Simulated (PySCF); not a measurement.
## Basis-set dependence of excited states

Piperidine, C₅H₁₁N.
SMILES: `C1CCNCC1`

TDDFT with PBE0 (PySCF), vertical singlets, core orbitals frozen in the response, spherical d and f functions. Isolated species at its PBE0-D3(BJ)/def2-SVP geometry (one conformer only).

```
      basis  functions  diffuse  S1 (eV)  S2 (eV)  S3 (eV)  S4 (eV)  S5 (eV)  LUMO (eV)  α (au)
     6-31G*        106       no     6.98     7.86     8.47     8.60     9.07       2.57    57.6
    6-31+G*        130      yes     5.41     5.83     6.14     6.16     6.66       0.44    64.3
   def2-SVP        139       no     6.37     7.04     7.63     7.71     8.45       1.71    59.7
  def2-SVPD        208      yes     5.76     6.35     6.55     6.70     7.35       0.75    67.1
aug-cc-pVDZ        237      yes     5.08     5.49     5.70     5.79     6.34      -0.06    69.2
  def2-TZVP        252       no     5.97     6.63     7.09     7.14     7.78       1.12    66.2
```

**Question.** How much do these states and the polarisability depend on the basis?

**Answer.** States are compared by their number. Against the largest diffuse basis here (aug-cc-pVDZ, itself not a converged limit), sets without diffuse functions differ by up to 1.90 eV in S1 and 2.73 eV in S5; the smaller diffuse sets differ by up to 0.68 and 1.01 eV. State by state, the largest deviation of a set without diffuse functions is S1 1.90, S2 2.37, S3 2.76, S4 2.81, S5 2.73 eV. The same number needn't mean the same state in each row. Against aug-cc-pVDZ the polarisability deviates by -17% in 6-31G*, -7% in 6-31+G*, -14% in def2-SVP, -3% in def2-SVPD, -4% in def2-TZVP. A single + in a Pople set puts diffuse functions on heavy atoms only.
